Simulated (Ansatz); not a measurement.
# Fe2Ge (P6/mmm) in Ansatz: equation of state, part 2 of 2

Ansatz 0.2.0. Earlier steps stand in the parts before.

## 3. Single point, PBEsol, collinear spin, ferromagnetic start, 12.62 Å³/atom (volume scaled by 0.96)

The input, input.yaml:

```yaml
crystal:
  lattice:
    - [4.1073618561, 0.0, 0.0]
    - [-2.053680928, 3.5570797099, 0.0]
    - [0.0, 0.0, 2.5909688648]
  atoms:
    - { symbol: Ge, position: [0.0, 0.0, 0.0] }
    - { symbol: Fe, position: [0.3333333333, 0.6666666667, 0.5], spin: 3.0 }
    - { symbol: Fe, position: [0.6666666667, 0.3333333333, 0.5], spin: 3.0 }
hamiltonian:
  xc: pbesol
  pseudopotentials: { kind: paw }
magnetization:
  spin_polarized: true
kpoints:
  mp_grid: { grid: [7, 7, 10] }
scf:
  occupations: { method: fermi_dirac, width: 0.05 }
output:
  forces: true
  stress: true
  eigenvalues: true
  write_density: true
  write_potential: true
  elf: true
  volumetric_format: npy
```

Potentials or basis: Ansatz PAW.

On the command line:

```
$ ansatz run input.yaml --threads 2 --pin off --max-ram 5632MiB --backend cpu --events-out ev --progress --plain --runs-dir out
```

Standard output:

```text
Warning: RAYON_NUM_THREADS=2 ignored (pool sized by the plan → 2); use --threads N
Engine: ansatz 0.2.0, aarch64-unknown-linux-gnu
Pseudopotentials: kind: paw
Pseudopotential: Ge, paw, valence charge 14, recommended cutoff 420 eV (normal), Ge.paw.azcp
Pseudopotential: Fe, paw, valence charge 16, recommended cutoff 420 eV (normal), Fe.paw.azcp
Functional definition: PBEsol
  exchange = pbesol_x
  correlation = pbesol_c
[... 66 lines left out ...]
  max |Σ_I F_I| component: 2.31e-18 eV/Å
--- Stress (GPa, compression-positive) ---
       -3.377718      -0.000000       0.000000
        0.000000      -3.377718       0.000000
        0.000000       0.000000      -1.494040
  P = ⅓ Tr σ = -2.7498 GPa (-27.498 kbar)
--- Band table (eV; the first three rows and the last of 96) ---
  k-point 0 ↑: bands = ["-70.6291", "-70.5479", "-36.8816", "-36.8653", "-36.8653", "-36.8239", "-36.5917", "-36.5917", "-7.8489", "-7.6062", "-7.6062", "-7.6004", "-7.6004", "4.3777", "12.4699", "12.4699", "13.2431", "14.3233", "14.5253", "14.5253", "15.1589", "15.1589", "16.0493", "16.0493", "17.7702", "19.6227", "19.6227", "20.2710", "20.2710", "24.7973", "25.3942", "31.3026"]
  k-point 1 ↑: bands = ["-70.6273", "-70.5463", "-36.8984", "-36.8634", "-36.8634", "-36.8393", "-36.5903", "-36.5903", "-7.8193", "-7.6125", "-7.6125", "-7.6050", "-7.6050", "4.6047", "12.5974", "12.5974", "13.3663", "14.4237", "14.4237", "14.5542", "15.0652", "15.0652", "15.9474", "15.9474", "17.9006", "19.7187", "19.7187", "20.6617", "20.6617", "23.3728", "24.8288", "33.7430"]
  k-point 2 ↑: bands = ["-70.6226", "-70.5419", "-36.9425", "-36.8796", "-36.8585", "-36.8585", "-36.5866", "-36.5866", "-7.7418", "-7.6439", "-7.6439", "-7.6018", "-7.6018", "5.2829", "12.9525", "12.9525", "13.5815", "14.0758", "14.0758", "14.9850", "14.9850", "15.1952", "15.6832", "15.6832", "18.3414", "19.9917", "19.9917", "20.3226", "21.6771", "21.6771", "24.9172", "31.5249"]
  k-point 47 ↓: bands = ["-67.9180", "-67.9020", "-34.3666", "-34.2990", "-34.2840", "-34.2174", "-34.1531", "-34.0020", "-7.7175", "-7.7161", "-7.5838", "-7.5829", "-7.5315", "10.1977", "11.7082", "13.7098", "13.7400", "15.4368", "16.0408", "16.6514", "17.7311", "17.8886", "18.1167", "18.3729", "19.1733", "19.2849", "20.3338", "21.1484", "21.2554", "25.3044", "27.1267", "28.2747"]
```

rho_z.tsv:

```text
# z_ang	rho[e/angstrom^3]	rho_spin[e/angstrom^3]
# format = ansatz-planar-average/11
# lattice	4.107361856	-0.000000000	0.000000000
# lattice	-2.053680928	3.557079710	0.000000000
# lattice	0.000000000	0.000000000	2.590968865
# sites	3
# site	32	0.000000000	0.000000000	0.000000000
# site	26	0.000000000	2.371386473	1.295484432
# site	26	2.053680928	1.185693237	1.295484432
0.000000	1.406573e0	-1.602302e-3
0.143943	1.186543e0	5.678481e-4
0.287885	7.802611e-1	7.438815e-3
0.431828	5.210208e-1	2.024588e-2
0.575771	4.805197e-1	4.298138e-2
0.719714	6.571140e-1	8.919529e-2
[... 10 lines left out ...]
2.303083	7.802611e-1	7.438815e-3
2.447026	1.186543e0	5.678481e-4
```

Run time: 6.4 s. Hardware: 2 threads of Arm Neoverse V1, shared host; peak memory 0.41 GiB.

What came out:

* Free energy: -13150.5513 eV
* Pressure: -2.7 GPa
* Band gap on the k mesh: none (metal or under the smearing width)
* Net moment: 4.75 μB per cell
* Absolute moment: 4.84 μB per cell
* Site moments: Ge +0.00; Fe +2.31 μB

Caveat: the PAW data sets come from PBE, with cores solved anew for the run's functional, which leaves a small shift of forces and pressure.

## 4. Single point, PBEsol, collinear spin, ferromagnetic start, 12.88 Å³/atom (volume scaled by 0.98)

input.yaml, as its differences from that of step 3:

```diff
@@ -2,5 +2,5 @@
   lattice:
-    - [4.1073618561, 0.0, 0.0]
-    - [-2.053680928, 3.5570797099, 0.0]
-    - [0.0, 0.0, 2.5909688648]
+    - [4.1356893847, 0.0, 0.0]
+    - [-2.0678446924, 3.5816120693, 0.0]
+    - [0.0, 0.0, 2.6088381803]
   atoms:
@@ -22,5 +22 @@
   eigenvalues: true
-  write_density: true
-  write_potential: true
-  elf: true
-  volumetric_format: npy
```

On the command line:

```
$ ansatz run input.yaml --threads 2 --pin off --max-ram 5632MiB --backend cpu --events-out ev --progress --plain --runs-dir out
```

Run time: 5.2 s. Hardware: 2 threads of Arm Neoverse V1, shared host; peak memory 0.41 GiB.

It converged, with:

```
Free energy            : -13150.5327 eV
Pressure               : -4.8 GPa
Band gap on the k mesh : none (metal or under the smearing width)
Net moment             : 4.93 μB per cell
Absolute moment        : 5.01 μB per cell
Site moments           : Ge +0.01; Fe +2.39 μB
```

Caveat: the PAW data sets come from PBE, with cores solved anew for the run's functional, which leaves a small shift of forces and pressure.

## 5. Single point, PBEsol, collinear spin, ferromagnetic start, 13.14 Å³/atom

input.yaml, as its differences from that of step 4:

```diff
@@ -2,5 +2,5 @@
   lattice:
-    - [4.1356893847, 0.0, 0.0]
-    - [-2.0678446924, 3.5816120693, 0.0]
-    - [0.0, 0.0, 2.6088381803]
+    - [4.1636340796, 0.0, 0.0]
+    - [-2.0818170398, 3.605812885, 0.0]
+    - [0.0, 0.0, 2.626466]
   atoms:
```

On the command line:

```
$ ansatz run input.yaml --threads 2 --pin off --max-ram 5632MiB --backend cpu --events-out ev --progress --plain --runs-dir out
```

Run time: 5.8 s. Hardware: 2 threads of Arm Neoverse V1, shared host; peak memory 0.41 GiB.

It converged, with:

- Free energy: -13150.5034 eV
- Pressure: -7.1 GPa
- Band gap on the k mesh: none (metal or under the smearing width)
- Net moment: 5.04 μB per cell
- Absolute moment: 5.13 μB per cell
- Site moments: Ge +0.01; Fe +2.45 μB

Caveat: the PAW data sets come from PBE, with cores solved anew for the run's functional, which leaves a small shift of forces and pressure.

## 6. Single point, PBEsol, collinear spin, ferromagnetic start, 13.41 Å³/atom (volume scaled by 1.02)

input.yaml, as its differences from that of step 5:

```diff
@@ -2,5 +2,5 @@
   lattice:
-    - [4.1636340796, 0.0, 0.0]
-    - [-2.0818170398, 3.605812885, 0.0]
-    - [0.0, 0.0, 2.626466]
+    - [4.1912086188, 0.0, 0.0]
+    - [-2.0956043094, 3.6296931365, 0.0]
+    - [0.0, 0.0, 2.6438603215]
   atoms:
```

Potentials or basis: Ansatz PAW.

On the command line:

```
$ ansatz run input.yaml --threads 2 --pin off --max-ram 5632MiB --backend cpu --events-out ev --progress --plain --runs-dir out
```

Run time: 5.3 s. Hardware: 2 threads of Arm Neoverse V1, shared host; peak memory 0.42 GiB.

The run converged. Its results:

```
Free energy            : -13150.4636 eV
Pressure               : -9.1 GPa
Band gap on the k mesh : none (metal or under the smearing width)
Net moment             : 5.14 μB per cell
Absolute moment        : 5.23 μB per cell
Site moments           : Ge +0.01; Fe +2.50 μB
```

Caveat: the PAW data sets come from PBE, with cores solved anew for the run's functional, which leaves a small shift of forces and pressure.

## 7. Single point, PBEsol, collinear spin, ferromagnetic start, 13.67 Å³/atom (volume scaled by 1.04)

input.yaml, as its differences from that of step 6:

```diff
@@ -2,5 +2,5 @@
   lattice:
-    - [4.1912086188, 0.0, 0.0]
-    - [-2.0956043094, 3.6296931365, 0.0]
-    - [0.0, 0.0, 2.6438603215]
+    - [4.2184250218, 0.0, 0.0]
+    - [-2.1092125109, 3.6532632329, 0.0]
+    - [0.0, 0.0, 2.6610287267]
   atoms:
```

On the command line:

```
$ ansatz run input.yaml --threads 2 --pin off --max-ram 5632MiB --backend cpu --events-out ev --progress --plain --runs-dir out
```

It took 5.4 s on 2 threads of Arm Neoverse V1, shared host; peak memory 0.42 GiB.

It converged, with:

```yaml
Free_energy: -13150.4144 eV
Pressure: -10.9 GPa
Band_gap_on_the_k_mesh: none (metal or under the smearing width)
Net_moment: 5.22 μB per cell
Absolute_moment: 5.32 μB per cell
Site_moments: Ge +0.01; Fe +2.54 μB
```

Caveat: the PAW data sets come from PBE, with cores solved anew for the run's functional, which leaves a small shift of forces and pressure.

## 8. Single point, PBEsol, collinear spin, ferromagnetic start, 13.93 Å³/atom (volume scaled by 1.06)

input.yaml, as its differences from that of step 7:

```diff
@@ -2,5 +2,5 @@
   lattice:
-    - [4.2184250218, 0.0, 0.0]
-    - [-2.1092125109, 3.6532632329, 0.0]
-    - [0.0, 0.0, 2.6610287267]
+    - [4.2452946954, 0.0, 0.0]
+    - [-2.1226473477, 3.6765330528, 0.0]
+    - [0.0, 0.0, 2.6779784113]
   atoms:
@@ -22 +22,5 @@
   eigenvalues: true
+  write_density: true
+  write_potential: true
+  elf: true
+  volumetric_format: npy
```

On the command line:

```
$ ansatz run input.yaml --threads 2 --pin off --max-ram 5632MiB --backend cpu --events-out ev --progress --plain --runs-dir out
```

Wall time 6.5 s (2 threads of Arm Neoverse V1, shared host); peak memory 0.42 GiB.

Results (log left out):

* Free energy: -13150.3565 eV
* Pressure: -12.6 GPa
* Band gap on the k mesh: none (metal or under the smearing width)
* Net moment: 5.28 μB per cell
* Absolute moment: 5.39 μB per cell
* Site moments: Ge +0.01; Fe +2.57 μB

Caveat: the PAW data sets come from PBE, with cores solved anew for the run's functional, which leaves a small shift of forces and pressure.

## 9. Equation of state, PBEsol, collinear spin, ferromagnetic start

Potentials or basis: Ansatz PAW.

This step only gathers the single runs of the series.

What came out:

```yaml
Equilibrium_volume: "12.29 Å³/atom (rough: see the caveat)"
Bulk_modulus_at_fixed_shape_and_positions: 106 GPa (rough)
```

Energy against volume, from the lowest point:
```
volume (Å³/atom)  energy (meV/atom)
          12.355               0.00
          12.618               2.92
          12.881               9.10
          13.144              18.88
          13.407              32.14
          13.670              48.55
          13.933              67.86
```

Caveat: the fit is doubtful: noisy points or a state that changes with volume; the minimum lies outside the volumes run; the cell was scaled at fixed shape and fractional positions, which overstates the stiffness of a crystal with free parameters, most of all of layers and chains.
